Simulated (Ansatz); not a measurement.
## Si3N4 under strain: Quadrupolar parameters

The cell is a COD entry, relaxed with PBE at fixed cell and then changed (z compressed by 3 %, ions relaxed).

```
Si N
1.0
    -3.23735    3.23735    3.14023
     3.23735   -3.23735    3.14023
     3.23735    3.23735   -3.14023
Si N
6 8
Direct
  0.25000 0.12365 0.87365
  0.87635 0.25000 0.12635
  0.75000 0.37635 0.62635
  0.62365 0.75000 0.37365
  0.12500 0.87500 0.25000
  0.37500 0.62500 0.75000
  0.55948 0.55764 0.56031
  0.44236 0.50266 0.00183
  0.49734 0.99917 0.93969
  0.00083 0.44052 0.49817
  0.94052 0.50083 0.99817
  0.05764 0.05948 0.06031
  0.00266 0.94236 0.50183
  0.49917 0.99734 0.43969
```

Atom numbers follow the list; atoms alike are taken as one site, whose name carries the number of the first.

Level of theory: DFT, PBE, plane waves and PAW, scalar-relativistic, 420 eV cutoff, Γ-centred 6×6×6 k-points, Fermi–Dirac smearing 0.02 eV (Ansatz 0.2.0).

V_zz is the principal component of the electric field gradient with the largest magnitude, η = (V_xx − V_yy)/V_zz and C_Q = eQV_zz/h. ν_Q = 3|C_Q|/[2I(2I − 1)].

¹⁴N: I = 1, Q = 20.44 mb. Quadrupole moments are those of Pyykkö's year-2017 table.

```csv
site,atoms (order as listed),first shell,C_Q (MHz),η,ν_Q (MHz)
N,"7, 8, 9, 10, 11, 12, …",3 Si at 1.74 Å,-2.72,0.08,4.08
```

At N V_zz stands upright on the plane through its three neighbours (within 1°).

Si has no stable isotope with a ground-state quadrupole moment in the table, so these sites are left out.

At this changed cell the PBE pressure is 10 GPa.
